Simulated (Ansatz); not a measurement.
Crystal: AlN.

```xyz
2
Lattice="0.0000 2.1840 2.1840 2.1840 0.0000 2.1840 2.1840 2.1840 0.0000" Properties=species:S:1:pos:R:3 pbc="T T T"
Al    0.0000    0.0000    0.0000
N     1.0920    1.0920    1.0920
```

Measurements of this composition are mostly on another form, of space group No. 186.

Below is the output of Ansatz 0.2.0 for this cell. Logs are shortened: lines on timing, memory, paths and dates and some standing lists are left out, and cuts for length are marked.

```text
Warning: RAYON_NUM_THREADS=2 ignored (pool sized by the plan → 2); use --threads N
hamiltonian.pseudopotentials.datasets: crystal makes datasets for this crystal and solves the spheres of its atoms anew in each pass: cutoff 470.0 eV, the density's 1880.0 eV;, for an error of 0.50 meV an atom under PBE, 1.0 meV for the cell; an energy difference from a run of another recipe may be off by several times the error for the cell, under r2SCAN by more, where some 0.1 meV an atom stays at smaller errors; N in spheres of 0.921 Å, 5 of its electrons in bands; Al in spheres of 0.963 Å, 11 of its electrons in bands
Engine: ansatz 0.2.0, aarch64-unknown-linux-gnu
Pseudopotentials: kind: all_electron
Pseudopotential: Al, paw, valence charge 11, recommended cutoff 470 eV (normal), crystal/all_electron/pbe/scalar/gaussian/Al, Koelling and Harmon's equation, gaussian nucleus
Pseudopotential: N, paw, valence charge 5, recommended cutoff 470 eV (normal), crystal/all_electron/pbe/scalar/gaussian/N, Koelling and Harmon's equation, gaussian nucleus
Functional definition: HSE06
  parameter a = 0.25
  parameter omega = 0.11/bohr
  exchange = pbe_x - a*pbe_x_sr(omega) + a*exact_x_sr(omega)
  correlation = pbe_c
Crystal: 2 atoms, lattice volume = 20.835 Å³
Basis set: ecut = 470 eV, 531 PW (Γ), exchange–correlation on 48×48×48 points (8 copies of the dense FFT grid, shifted against one another)
Bands: 12, of which v1, the nominal top of the filled ones, is band 8 counted from 1 (7 counted from 0)
Symmetry: 24 space group operations
Space group: F-43m (ITA 216), of the structure as read, at distance tolerance 2.8e-5 Å
k-points: 29 of 512 (time reversal used)
Non-local potential: Al, projectors of the file, l = 0: 2, l = 1: 2
Non-local potential: N, projectors of the file, l = 0: 1, l = 1: 2
PAW form: soft (Blöchl's): semilocal exchange-correlation on the pseudo side does not see the compensation charge
PAW one-centre angular grid: Al, 110 points (default); XC on its mesh's 1885 points in the sphere
PAW one-centre angular grid: N, 110 points (default); XC on its mesh's 1929 points in the sphere
Initial density: superposition of atomic densities (neutral atoms: chi_scale 0, normalization atom)
Initial wavefunctions: pseudopotential atomic-orbital guess
Functional: x = pbe(κ = 0.804, μ = 0.2195149727645171) + 0.25 (exact − pbe) at short range (hse, ω = 0.20786987370883472 Å⁻¹), c = pbe(β = 0.06672455060314922); HSE06 as pw.x's `hse` composes it (authors' and Libxc's form: `xc: wpbeh`)
iter 1 solved again at ethr=5.36e-2 eV; its pass at ethr=1.00e-1 eV (dr2=8.58e0 eV) is discarded
SCF iter   1: F=—  HF=-8102.588147 eV  |F-HF|=—  |Δ(HF+E_count)|=         —  Δρ=1.88e-1  dr2=8.26e0  ethr=5.36e-2  ⟨swp⟩=2.0  Hψ=1774  notcnv=0
[... 14 lines left out ...]
  Residual-converged pass: ⟨swp⟩=3.0  Hψ=736  notcnv=0  max |occ|·‖R‖ = 5.2e-6 eV (tolerance 5.3e-6 eV)  dr2=2.49e-10  dr2_onsite=1.45e-9  max |Δocc| = 0.0e0
  greatest PAW one-centre occupation: 0.999 electrons in one spin orbital (limit 2), on the Al atom at site 0 (counted from 0), in its partial waves of l = 0
hybrid outer 1: dexx = +4.540e-12 eV
hybrid SCF converged: 1 outer / 12 inner (+0 warm-up), last move |dexx| = 4.54e-12 eV
Stability not checked: this state was not tested for a lower state beside it, because the functional holds exact exchange (a hybrid, or Hartree-Fock), whose exchange loop this test does not read (fock_operator; see scf.lower_state_search)
Free energy (F): -8100.812220 eV
Harris-Foulkes:  -8100.812220 eV  (|F-HF|=1.40e-10)
Internal energy: -8100.812220 eV  (E = F + TS)
E sigma→0 (E₀):  -8100.812220 eV
Past the cutoff: the bands carry plane waves up to 1.75 times it, of which those up to 1.5 times it add -0.000303 eV an atom, each by itself; the spheres take 0.000242 eV an atom off the energy for waves past 1.75 times it
Past the cutoffs: a stress includes 0.0014 GPa for waves and charges beyond them, in addition to the slope of what the spheres take
In the spheres:  the bands' charges fall short by 2.4e-5 e at most (sound up to 1e-3)
Fermi energy:    9.871653 eV
--- Per-component energies (eV) ---
  E_band       = -526.602587
  E_kinetic    = 196.609072
  E_local      = -1268.395323  (includes V_loc(G=0)·N_el)
  E_nonlocal   = -673.940592
  E_hartree    = 597.277384
  E_xc         = -73.187186
  E_vxc        = -94.214964  (∫ρ·V_xc dr)
  E_exx        = -74.476269  (= α·E_x^exact, valence–valence)
  E_paw        = -8597.320246  (= ΣΔE_a)
  E_vpaw       = -2773.653066  (= ΣTr[D̂ρ^β])
  E_ewald      = -1248.768794
  E_smearing   = -0.000000  (= −TS)
  E_closure    = 3041.389734  (closes the sum)
  Σ components = -8100.812220   (vs F -8100.812220, Δ=-9.09e-13)
  The terms above E_closure are by the made datasets' own strengths, without shells solved beside the bands.
--- Forces (eV/Å), atoms counted from 1 ---
  atom   1  Al     0.00000000    -0.00000000     0.00000000
  atom   2  N     -0.00000000     0.00000000     0.00000000
  max |Σ_I F_I| component: 1.94e-16 eV/Å
--- Stress (GPa, compression-positive) ---
       -0.454755      -0.000000      -0.000000
        0.000000      -0.454755       0.000000
       -0.000000       0.000000      -0.454755
  P = ⅓ Tr σ = -0.4548 GPa (-4.548 kbar)
--- Band table (eV; the first three rows and the last of 29) ---
  k-point 0: bands = ["-98.2357", "-57.7297", "-57.7297", "-57.7297", "-8.8853", "7.5676", "7.5676", "7.5676", "13.1275"]
  k-point 1: bands = ["-98.2355", "-57.7316", "-57.7300", "-57.7300", "-8.6421", "6.3329", "7.4816", "7.4816", "14.1017"]
  k-point 2: bands = ["-98.2351", "-57.7361", "-57.7308", "-57.7308", "-7.9765", "4.0700", "7.2873", "7.2873", "15.5166"]
  k-point 28: bands = ["-98.2340", "-57.7392", "-57.7378", "-57.7351", "-5.9735", "3.4870", "3.8419", "4.7061", "14.9994"]
```

Problem. What input gives this log?

Solution. Single point with HSE06, no spin polarisation. The files as run (others can give the same):

input.yaml
```yaml
crystal:
  lattice:
    - [0.0, 2.1839935596, 2.1839935596]
    - [2.1839935596, 0.0, 2.1839935596]
    - [2.1839935596, 2.1839935596, 0.0]
  atoms:
    - { symbol: Al, position: [0.0, 0.0, 0.0] }
    - { symbol: "N", position: [0.25, 0.25, 0.25] }
kpoints:
  mp_grid: { grid: [8, 8, 8] }
scf:
  occupations: { method: fermi_dirac, width: 0.05 }
hamiltonian:
  xc: hse06
  pseudopotentials: { kind: all_electron, datasets: crystal }
output:
  forces: true
  stress: true
```

Potentials or basis: all-electron PAW datasets made for the crystal.
Command:
```sh
$ ansatz run input.yaml --threads 2 --pin off --max-ram 8192MiB --backend cpu --events-out ev --progress --plain --runs-dir out
```
